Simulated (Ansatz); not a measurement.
## TiSi$_{2}$ (Fddd), symmetry broken, then relaxed

Level of theory: DFT PBE, scalar-relativistic, plane waves, PAW in Ansatz 0.2.0. Cutoff 420 eV, Γ-centred 10×10×10 k-points, Gaussian smearing of 0.15 eV. No spin polarisation. Energies are free energies at this smearing, counted from the undisturbed cell; pressure is positive in compression.

Reference structure (relaxed at this level):

```
Ti Si
1.0
     0.00000    4.13518    4.27960
     2.40387    0.00000    4.27960
     2.40387    4.13518    0.00000
Ti Si
2 4
Direct
  0.75000 0.75000 0.75000
  0.50000 0.50000 0.50000
  0.08682 0.41318 0.08682
  0.41318 0.08682 0.41318
  0.16318 0.83682 0.16318
  0.83682 0.16318 0.83682
```

The atoms are displaced (Å, in the unstrained cell):

```tsv
atom	ux	uy	uz
Ti1	-0.010	-0.012	0.015
Ti2	-0.021	0.007	-0.009
Si3	-0.023	-0.013	0.025
Si4	0.010	0.037	-0.006
Si5	0.043	-0.029	0.007
Si6	0.000	0.010	-0.033
```

Cell and atoms are then relaxed.

Does the relaxation return to the undisturbed structure?

Yes (up to a choice of domain or origin): same space group and volume, and an energy 0.0 meV/atom from it. The disturbance itself cost 6.6 meV/atom. The final space group reads Fddd (tolerance 0.05 Å) and the volume changes by 0.01 %.

Final structure:

```
Ti Si
1.0
     0.00005    4.13509    4.28028
     2.40396   -0.00006    4.28037
     2.40376    4.13507    0.00005
Ti Si
2 4
Direct
  0.75000 0.75000 0.75002
  0.49999 0.50001 0.49999
  0.08687 0.41311 0.08687
  0.41315 0.08686 0.41313
  0.16312 0.83687 0.16313
  0.83686 0.16314 0.83686
```

The relaxation, step by step (energy from the first step; small jumps at an unchanged geometry come where the plane waves are selected anew for the new cell):

| step | ΔE (meV/atom) | largest force component (eV/Å) | pressure (GPa) |
| --- | --- | --- | --- |
| 1 | 0.0 | 0.485 | 0.20 |
| 2 | -6.2 | 0.093 | 0.29 |
| 3 | -6.5 | 0.024 | -0.37 |
| 4 | -6.6 | 0.002 | -0.01 |
| 5 | -6.6 | 0.002 | -0.01 |

Cost: 3 runs of about 5.7 core-minutes in all, on Intel Xeon 6975P-C (Granite Rapids) (shared hosts).